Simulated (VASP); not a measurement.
# AlAs in VASP: a series of runs

One slab, AlAs, is run at these levels: PBE; tasks: work function.

Everything below comes from runs of VASP 6.6.1. Logs are shortened: lines on timing, memory, paths and dates and some standing lists are left out, and cuts for length are marked.

## (1) The slab as given

The cell holds a slab with vacuum, 8 atoms: a = 4.003 Å, b = 4.003 Å, c = 25.622 Å, α = 90.00°, β = 90.00°, γ = 120.00°.

## (2) Work function, PBE

Input file INCAR:

```
  ALGO = Fast
  DIPOL = 0.5 0.5 0.500
  EDIFF = 1E-6
  EFIELD = -0.3
  ENCUT = 520
  GGA = PE
  IDIPOL = 3
  ISIF = 2
  ISMEAR = -1
  LASPH = T
  LCHARG = F
  LDIPOL = T
  LREAL = F
  LVACPOTAV = T
  LVHAR = T
  LWAVE = F
  NELM = 80
  PREC = Accurate
  SIGMA = 0.05
```

Input file KPOINTS:

```
k-points
0
Gamma
  8 8 1
```

Input file POSCAR:

```
AlAs
1.0
    4.0027900669      0.0000000000      0.0000000000
   -2.0013950335      3.4665178840      0.0000000000
    0.0000000000      0.0000000000     25.6218593124
As Al
4 4
Direct
    0.0000000000      0.0000000000      0.2927188034
    0.3333333333      0.6666666667      0.4202764629
    0.6666666667      0.3333333333      0.5478341223
    0.0000000000      0.0000000000      0.6753917817
    0.3333333333      0.6666666667      0.3246082183
    0.6666666667      0.3333333333      0.4521658777
    0.0000000000      0.0000000000      0.5797235371
    0.3333333333      0.6666666667      0.7072811966
```

Potentials or basis: VASP PAW PBE potentials, release 64 (As, Al).

Run with:

```sh
> cat potpaw_PBE.64/As/POTCAR potpaw_PBE.64/Al/POTCAR > POTCAR
> mpirun -np 1 vasp_std > vasp.out
```

OUTCAR:

```text
EDIFF = 1E-6
   ENCUT = 520
   GGA = PE
   ISIF = 2
   ISMEAR = -1
   LASPH = T
   LREAL = F
   NELM = 80
   PREC = Accurate

 ion  position               nearest neighbor table
   1  0.000  0.000  0.293-   5 2.45   5 2.45   5 2.45
   2  0.333  0.667  0.420-   6 2.45   6 2.45   6 2.45   5 2.45
   3  0.667  0.333  0.548-   7 2.45   7 2.45   7 2.45   6 2.45
   4  0.000  0.000  0.675-   8 2.45   8 2.45   8 2.45   7 2.45
   5  0.333  0.667  0.325-   1 2.45   1 2.45   1 2.45   2 2.45
   6  0.667  0.333  0.452-   2 2.45   2 2.45   2 2.45   3 2.45
   7  0.000  0.000  0.580-   3 2.45   3 2.45   3 2.45   4 2.45
   8  0.333  0.667  0.707-   4 2.45   4 2.45   4 2.45

  LATTYP: Found a hexagonal cell.
 ALAT       =     4.0027900669
 C/A-ratio  =     6.4010000235

  Lattice vectors:

 A1 = (   4.0027900669,   0.0000000000,   0.0000000000)
 A2 = (  -2.0013950335,   3.4665178840,   0.0000000000)
 A3 = (   0.0000000000,   0.0000000000,  25.6218593124)

Analysis of symmetry for initial positions (statically):
=====================================================================
 Subroutine PRICEL returns:
 Original cell was already a primitive cell.

 Routine SETGRP: Setting up the symmetry group for a
 hexagonal supercell.

 Subroutine GETGRP returns: Found  6 space group operations
 (whereof  6 operations were pure point group operations)
 out of a pool of 24 trial point group operations.

The static configuration has the point symmetry C_3v.

Analysis of symmetry for dynamics (positions and initial velocities):
=====================================================================
 An external electric field (EFIELD) may reduce the allowed symmetry operations
 Subroutine PRICEL returns:
 Original cell was already a primitive cell.

 Routine SETGRP: Setting up the symmetry group for a
 hexagonal supercell.

 Subroutine GETGRP returns: Found  6 space group operations
 (whereof  6 operations were pure point group operations)
 out of a pool of 24 trial point group operations.

The dynamic configuration has the point symmetry C_3v.

 Subroutine INISYM returns: Found  6 space group operations
 (whereof  6 operations are pure point group operations),
 and found     1 'primitive' translations

----------------------------------------------------------------------------------------

                                     Primitive cell

  volume of cell :     355.5223

  direct lattice vectors                    reciprocal lattice vectors
     4.002790067  0.000000000  0.000000000     0.249825742  0.144236960  0.000000000
    -2.001395034  3.466517884  0.000000000     0.000000000  0.288473919  0.000000000
     0.000000000  0.000000000 25.621859312     0.000000000  0.000000000  0.039029174

  length of vectors
     4.002790067  4.002790067 25.621859312     0.288473919  0.288473919  0.039029174

  position of ions in fractional coordinates (direct lattice)
     0.000000000  0.000000000  0.292718803
     0.333333333  0.666666667  0.420276463
     0.666666667  0.333333333  0.547834122
     0.000000000  0.000000000  0.675391782
     0.333333333  0.666666667  0.324608218
     0.666666667  0.333333333  0.452165878
     0.000000000  0.000000000  0.579723537
     0.333333333  0.666666667  0.707281197

  ion indices of the primitive-cell ions
   primitive index   ion index
                 1           1
                 2           2
                 3           3
                 4           4
                 5           5
                 6           6
                 7           7
                 8           8

----------------------------------------------------------------------------------------

 KPOINTS: k-points

Automatic generation of k-mesh.
 Grid dimensions read from file:
 generate k-points for:    8    8    1

 Generating k-lattice:

  Cartesian coordinates                     Fractional coordinates (reciprocal lattice)
     0.031228218  0.018029620  0.000000000     0.125000000  0.000000000  0.000000000
     0.000000000  0.036059240  0.000000000     0.000000000  0.125000000  0.000000000
     0.000000000  0.000000000  0.039029174     0.000000000  0.000000000  1.000000000

  Length of vectors
     0.036059240  0.036059240  0.039029174

  Shift w.r.t. Gamma in fractional coordinates (k-lattice)
     0.000000000  0.000000000  0.000000000

 Subroutine IBZKPT returns following result:
 ===========================================

 Found     10 irreducible k-points:

 Following reciprocal coordinates:
            Coordinates               Weight
  0.000000  0.000000  0.000000      1.000000
  0.125000  0.000000  0.000000      6.000000
  0.250000  0.000000  0.000000      6.000000
  0.375000 -0.000000  0.000000      6.000000
  0.500000  0.000000  0.000000      3.000000
  0.125000  0.125000  0.000000      6.000000
  0.250000  0.125000  0.000000     12.000000
  0.375000  0.125000  0.000000     12.000000
  0.250000  0.250000  0.000000      6.000000
  0.375000  0.250000  0.000000      6.000000
   k-points           NKPTS =     10   k-points in BZ     NKDIM =     10   number of bands    NBANDS=     21
   number of dos      NEDOS =    301   number of ions     NIONS =      8
   total plane-waves  NPLWV = 172800
   dimension x,y,z NGX =    30 NGY =   30 NGZ =  192
   dimension x,y,z NGXF=    60 NGYF=   60 NGZF=  384
   ions per type =               4   4
   NGX,Y,Z   is equivalent  to a cutoff of  12.46, 12.46, 12.46 a.u.
   NGXF,Y,Z  is equivalent  to a cutoff of  24.92, 24.92, 24.92 a.u.
 SYSTEM =  unknown system
   PREC   = accura    normal or accurate (medium, high low for compatibility)
   ISTART =      0    job   : 0-new  1-cont  2-samecut
   ICHARG =      2    charge: 1-file 2-atom 10-const
   ISPIN  =      1    spin polarized calculation?
   LNONCOLLINEAR =      F non collinear calculations
   LSORBIT =      F    spin-orbit coupling
   LASPH  =      T    aspherical Exc in radial PAW
   ENCUT  =  520.0 eV  38.22 Ry    6.18 a.u.   7.44  7.44 47.64*2*pi/ulx,y,z
   NELM   =     80;   NELMIN=  2; NELMDL= -5     # of ELM steps
   EDIFF  = 0.1E-05   stopping-criterion for ELM
   LREAL  =      F    real-space projection
   EDIFFG = 0.1E-04   stopping-criterion for IOM
   NSW    =      0    number of steps for IOM
   IBRION =     -1    ionic relax: 0-MD 1-quasi-New 2-CG
   NFREE  =      0    steps in history (QN), initial steepest desc. (CG)
   ISIF   =      2    stress and relaxation
   ISYM   =      2    0-nonsym 1-usesym 2-fastsym
   POTIM  = 0.5000    time-step for ionic-motion
   TEBEG  =    0.0;   TEEND  =   0.0 temperature during run
   PSTRESS=    0.0 pullay stress
   NELECT =      32.0000    total number of electrons
   NUPDOWN=      -1.0000    fix difference up-down
   EMIN   =  10.00;   EMAX   =-10.00  energy-range for DOS
   EFERMI =   0.00;   METHOD = LEGACY
   ISMEAR =    -1;   SIGMA  =   0.05  broadening in eV -4-tet -1-fermi 0-gaus
   EFERMI_NEDOS =   21; number of points for ismear=-14 and -15
   IALGO  =     68    algorithm
   IMIX   =      4    mixing-type and parameters
     AMIX     =   0.40;   BMIX     =  1.00
     AMIX_MAG =   1.60;   BMIX_MAG =  1.00
  volume/ion in A,a.u.               =      44.44       299.90
  Fermi-wavevector in a.u.,A,eV,Ry     =   0.733673  1.386441  7.323690  0.538276
  Thomas-Fermi vector in A             =   1.826439
   LORBIT       =      0    0 simple, 1 ext, 2 COOP (PROOUT), +10 PAW based schemes
   GGA     = PE    functional components
   LHFCALC =     F    Hartree Fock is set to
   AEXX    =    0.0000 exact exchange contribution
   IVDW    =     0    specifies the selected vdW correction
   LEPSILON=     F    determine dielectric tensor
   LRPA    =     F    only Hartree local field effects (RPA)
 non-spin polarized calculation
 RMM-DIIS sequential band-by-band and
  energy-cutoff  :      520.00
  volume of cell :      355.52
 maximum number of plane-waves:      9641
 NGX is ok and might be reduce to    30
   NGX = 15   NGY = 15   NGZ = 95

 number of electron      31.9999998 magnetization

 dipolmoment           0.000000      0.000000     -0.497404 electrons x Angstroem

 Free energy of the ion-electron system (eV)
  ---------------------------------------------------
  ext. energy  EPLUGINS =         0.00000000
  ---------------------------------------------------
  free energy    TOTEN  =       -35.09495146 eV

  energy without entropy =      -35.02874229  energy(sigma->0) =      -35.06184687

 E-fermi :  -0.0169     XC(G=0):  -5.1986

 val. band max:       -0.0998312847   @ k =   0.2500   0.1250   0.0000
 cond. band min:      -0.0115796954   @ k =   0.1250   0.0000   0.0000
 fundamental gap:      0.0882515893
 Fermi energy:        -0.0169079930

 k-point     1 :       0.0000    0.0000    0.0000
  band No.  band energies     occupation
      1     -12.7706      2.00000
      2     -12.0859      2.00000
      3     -11.4280      2.00000
      4     -10.4006      2.00000
      5      -6.0071      2.00000
      6      -4.5481      2.00000
[... 13 lines left out ...]
     20       2.8889      0.00000
     21       4.5964      0.00000

 k-point     2 :       0.1250    0.0000    0.0000
  band No.  band energies     occupation
      1     -12.6425      2.00000
      2     -11.9641      2.00000
      3     -11.3107      2.00000
      4     -10.2823      2.00000
      5      -5.9155      2.00000
      6      -4.5349      2.00000
[... 13 lines left out ...]
     20       4.7297      0.00000
     21       5.0377      0.00000
[... 151 lines left out ...]
      5      -6.1415      2.00000
      6      -5.8617      2.00000
[... 13 lines left out ...]
     20       3.5124      0.00000
     21       6.1520      0.00000

 k-point    10 :       0.3750    0.2500    0.0000
  band No.  band energies     occupation
      1     -11.4296      2.00000
      2     -10.9089      2.00000
      3     -10.3224      2.00000
      4      -9.2758      2.00000
      5      -6.2896      2.00000
      6      -6.0315      2.00000
[... 13 lines left out ...]
     20       3.1779      0.00000
     21       5.9885      0.00000

------------------------ aborting loop because EDIFF is reached ----------------------------------------

  FORCE on cell =-STRESS in cart. coord.  units (eV):
  Direction    XX          YY          ZZ          XY          YZ          ZX
  --------------------------------------------------------------------------------------
  -------------------------------------------------------------------------------------
  Total        2.1064948      2.1064948      4.1872940     -0.0000000      0.0000000      0.0000000
  in kB        9.4930130      9.4930130     18.8702276     -0.0000000      0.0000000      0.0000000
  external PRESSURE =      12.6187512 kB  Pullay stress =       0.0000000 kB

 VOLUME and BASIS-vectors are now :
 -----------------------------------------------------------------------------
  energy-cutoff  :      520.00
  volume of cell :      355.52
      direct lattice vectors                 reciprocal lattice vectors
     4.002790067  0.000000000  0.000000000     0.249825742  0.144236960  0.000000000
    -2.001395034  3.466517884  0.000000000     0.000000000  0.288473919  0.000000000
     0.000000000  0.000000000 25.621859312     0.000000000  0.000000000  0.039029174

 POSITION                                       TOTAL-FORCE (eV/Angst)
 -----------------------------------------------------------------------------------
      0.00000      0.00000      7.50000        -0.000000     -0.000000     -0.164560
     -0.00000      2.31101     10.76826         0.000000     -0.000000      0.527300
      2.00140      1.15551     14.03653        -0.000000     -0.000000      0.444255
      0.00000      0.00000     17.30479         0.000000     -0.000000      0.737145
     -0.00000      2.31101      8.31707        -0.000000      0.000000     -0.433839
      2.00140      1.15551     11.58533        -0.000000      0.000000     -0.447301
      0.00000      0.00000     14.85359         0.000000     -0.000000     -0.503943
     -0.00000      2.31101     18.12186         0.000000     -0.000000     -0.159057
 -----------------------------------------------------------------------------------
    total drift:                                0.000001     -0.000001      0.000042

  FREE ENERGIE OF THE ION-ELECTRON SYSTEM (eV)
  ---------------------------------------------------
  free  energy   TOTEN  =       -35.0949514584 eV

  energy  without entropy=      -35.0287422915  energy(sigma->0) =      -35.06184687
```

It took 2.3 min on 1 thread of Intel Xeon Platinum 8488C (Sapphire Rapids), shared host; peak memory 0.42 GiB.

What came out:

| Property | Result |
| --- | --- |
| Free energy | -35.0950 eV |
| Largest force | 0.737 eV/Å |
| Band gap on the k mesh | none (metal or under the smearing width) |

Forces on the atoms (eV/Å):
```
As   0.000  0.000 -0.165
As   0.000  0.000  0.527
As   0.000  0.000  0.444
As   0.000  0.000  0.737
Al   0.000  0.000 -0.434
Al   0.000  0.000 -0.447
Al   0.000  0.000 -0.504
Al   0.000  0.000 -0.159
```

Levels at points of the mesh, in eV from the Fermi level:
| k point | band 14 | band 15 | band 16 | band 17 | band 18 | band 19 |
| --- | --- | --- | --- | --- | --- | --- |
| (0.00, 0.00, 0.00) | -0.62 | 0.20 | 0.20 | 0.32 | 1.25 | 2.30 |
| (0.50, 0.00, 0.00) | -1.77 | -0.86 | -0.36 | 0.05 | 0.89 | 1.73 |

## (3) Work function, PBE

Changes to INCAR since step 2:

```diff
@@ -3,3 +3,3 @@
   EDIFF = 1E-6
-  EFIELD = -0.3
+  EFIELD = -0.1
   ENCUT = 520
```

KPOINTS is that of step 2.

POSCAR is that of step 2.

Potentials or basis: VASP PAW PBE potentials, release 64 (As, Al).

Run with:

```sh
> cat potpaw_PBE.64/As/POTCAR potpaw_PBE.64/Al/POTCAR > POTCAR
> mpirun -np 1 vasp_std > vasp.out
```

OUTCAR:

```text
EDIFF = 1E-6
   ENCUT = 520
   GGA = PE
   ISIF = 2
   ISMEAR = -1
   LASPH = T
   LREAL = F
   NELM = 80
   PREC = Accurate

 ion  position               nearest neighbor table
   1  0.000  0.000  0.293-   5 2.45   5 2.45   5 2.45
   2  0.333  0.667  0.420-   6 2.45   6 2.45   6 2.45   5 2.45
   3  0.667  0.333  0.548-   7 2.45   7 2.45   7 2.45   6 2.45
   4  0.000  0.000  0.675-   8 2.45   8 2.45   8 2.45   7 2.45
   5  0.333  0.667  0.325-   1 2.45   1 2.45   1 2.45   2 2.45
   6  0.667  0.333  0.452-   2 2.45   2 2.45   2 2.45   3 2.45
   7  0.000  0.000  0.580-   3 2.45   3 2.45   3 2.45   4 2.45
   8  0.333  0.667  0.707-   4 2.45   4 2.45   4 2.45

  LATTYP: Found a hexagonal cell.
 ALAT       =     4.0027900669
 C/A-ratio  =     6.4010000235

  Lattice vectors:

 A1 = (   4.0027900669,   0.0000000000,   0.0000000000)
 A2 = (  -2.0013950335,   3.4665178840,   0.0000000000)
[... 179 lines left out ...]

 val. band max:       -0.1173937479   @ k =   0.2500   0.1250   0.0000
 cond. band min:      -0.0371790600   @ k =   0.1250   0.0000   0.0000
 fundamental gap:      0.0802146878
 Fermi energy:        -0.0374291435

 k-point     1 :       0.0000    0.0000    0.0000
  band No.  band energies     occupation
      1     -12.7740      2.00000
      2     -12.1016      2.00000
      3     -11.4536      2.00000
      4     -10.4274      2.00000
      5      -6.0185      2.00000
      6      -4.5685      2.00000
[... 229 lines left out ...]
     20       3.1528      0.00000
     21       3.5700      0.00000

------------------------ aborting loop because EDIFF is reached ----------------------------------------

  FORCE on cell =-STRESS in cart. coord.  units (eV):
  Direction    XX          YY          ZZ          XY          YZ          ZX
  --------------------------------------------------------------------------------------
  -------------------------------------------------------------------------------------
  Total        2.1216358      2.1216358      4.2063405     -0.0000000      0.0000000     -0.0000000
  in kB        9.5612466      9.5612466     18.9560616     -0.0000000      0.0000000     -0.0000000
  external PRESSURE =      12.6928516 kB  Pullay stress =       0.0000000 kB

 VOLUME and BASIS-vectors are now :
 -----------------------------------------------------------------------------
  energy-cutoff  :      520.00
  volume of cell :      355.52
      direct lattice vectors                 reciprocal lattice vectors
     4.002790067  0.000000000  0.000000000     0.249825742  0.144236960  0.000000000
    -2.001395034  3.466517884  0.000000000     0.000000000  0.288473919  0.000000000
     0.000000000  0.000000000 25.621859312     0.000000000  0.000000000  0.039029174

 POSITION                                       TOTAL-FORCE (eV/Angst)
 -----------------------------------------------------------------------------------
      0.00000      0.00000      7.50000        -0.000000     -0.000000     -0.134515
     -0.00000      2.31101     10.76826         0.000000      0.000000      0.523216
      2.00140      1.15551     14.03653        -0.000000      0.000000      0.435636
      0.00000      0.00000     17.30479         0.000000     -0.000000      0.717740
     -0.00000      2.31101      8.31707        -0.000000      0.000000     -0.457694
      2.00140      1.15551     11.58533         0.000000     -0.000000     -0.440596
      0.00000      0.00000     14.85359         0.000000      0.000000     -0.496696
     -0.00000      2.31101     18.12186        -0.000000      0.000000     -0.147091
 -----------------------------------------------------------------------------------
    total drift:                                0.000001     -0.000001      0.000118

  FREE ENERGIE OF THE ION-ELECTRON SYSTEM (eV)
  ---------------------------------------------------
  free  energy   TOTEN  =       -35.0166956687 eV

  energy  without entropy=      -34.9490647714  energy(sigma->0) =      -34.98288022
```

OSZICAR:

```text
N       E                     dE             d eps       ncg     rms          rms(c)
DAV:   1     0.165571071552E+03    0.16557E+03   -0.10569E+04   420   0.113E+03
DAV:   2    -0.187471407553E+02   -0.18432E+03   -0.17788E+03   628   0.182E+02
DAV:   3    -0.371956220359E+02   -0.18448E+02   -0.17810E+02   537   0.602E+01
[... 27 lines left out ...]
RMM:  31    -0.350166900572E+02    0.28544E-04   -0.28406E-05   536   0.140E-02    0.322E-02
RMM:  32    -0.350166776573E+02    0.12400E-04   -0.30273E-06   384   0.710E-03    0.181E-02
RMM:  33    -0.350167037482E+02   -0.26091E-04   -0.33781E-06   396   0.635E-03    0.285E-02
RMM:  34    -0.350166949047E+02    0.88435E-05   -0.94554E-07   328   0.368E-03    0.113E-02
RMM:  35    -0.350166956687E+02   -0.76393E-06   -0.83082E-07   334   0.286E-03
   1 F= -.35016696E+02 E0= -.34982880E+02  d E =-.676309E-01
```

Wall time 2.9 min (1 thread of Intel Xeon Platinum 8488C (Sapphire Rapids), shared host); peak memory 0.43 GiB.

What came out:

* Free energy: -35.0167 eV
* Largest force: 0.718 eV/Å
* Band gap on the k mesh: none (metal or under the smearing width)

Forces on the atoms (eV/Å):
```
As   0.000  0.000 -0.135
As   0.000  0.000  0.523
As   0.000  0.000  0.436
As   0.000  0.000  0.718
Al   0.000  0.000 -0.458
Al   0.000  0.000 -0.441
Al   0.000  0.000 -0.497
Al   0.000  0.000 -0.147
```

Levels at points of the mesh, in eV from the Fermi level:
```csv
k point,band 14,band 15,band 16,band 17,band 18,band 19
"(0.00, 0.00, 0.00)",-0.62,0.20,0.20,0.31,1.25,1.84
"(0.50, 0.00, 0.00)",-1.77,-0.86,-0.36,0.05,0.91,1.73
```
